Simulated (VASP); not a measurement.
MoS2: single point with r2SCAN+rVV10

Sheet: MoS2, a sheet with vacuum.

```xyz
3
Lattice="3.1721 0.0000 0.0000 -1.5861 2.7471 0.0000 0.0000 0.0000 18.1200" Properties=species:S:1:pos:R:3 pbc="T T T"
S     0.0000    1.8314    7.5044
S     0.0000    1.8314   10.6156
Mo    1.5861    0.9157    9.0600
```

The cell was built by a generator and needn't be a form met in nature.

| Property | Result |
| --- | --- |
| Program | VASP 6.6.1 |
| Task | single point |
| Functional | r2SCAN |
| Dispersion | rVV10 |
| Potentials or basis | VASP PAW PBE potentials, release 64 (S, Mo_sv) |
| Cutoff | 520 eV |
| k mesh | 12 × 12 × 1 |
| Occupations | gaussian, width 0.01 eV |
| Spin | no spin polarisation |

```
Largest force          : 0.017 eV/Å
Band gap on the k mesh : 1.78 eV, indirect (least direct gap 1.82 eV)
```

Forces in eV/Å, atoms in the order of the input:
```
S    0.000  0.000 -0.017
S    0.000  0.000  0.017
Mo   0.000  0.000  0.000
```

Levels at points of the mesh, in eV from the valence-band top:
| k point | band 9 | band 10 | band 11 | band 12 | band 13 | band 14 | band 15 | band 16 | band 17 | band 18 |
| --- | --- | --- | --- | --- | --- | --- | --- | --- | --- | --- |
| (0.00, 0.00, 0.00) | -2.80 | -1.92 | -1.64 | -1.64 | 0.00 | 2.96 | 2.96 | 3.22 | 3.22 | 5.92 |
| (0.50, 0.00, 0.00) | -4.30 | -3.39 | -2.03 | -1.09 | -0.67 | 2.41 | 2.94 | 4.21 | 4.60 | 6.61 |

Wall time 4.4 min on 1 thread of Intel(R) Xeon(R) Platinum 8488C (Sapphire Rapids), on a shared host, peak memory 0.6 GiB.

Caveat: the PAW data sets were made with another functional, which shifts forces and pressure a little. r2SCAN opens gaps a little over a GGA but as a rule still falls short of measured ones.
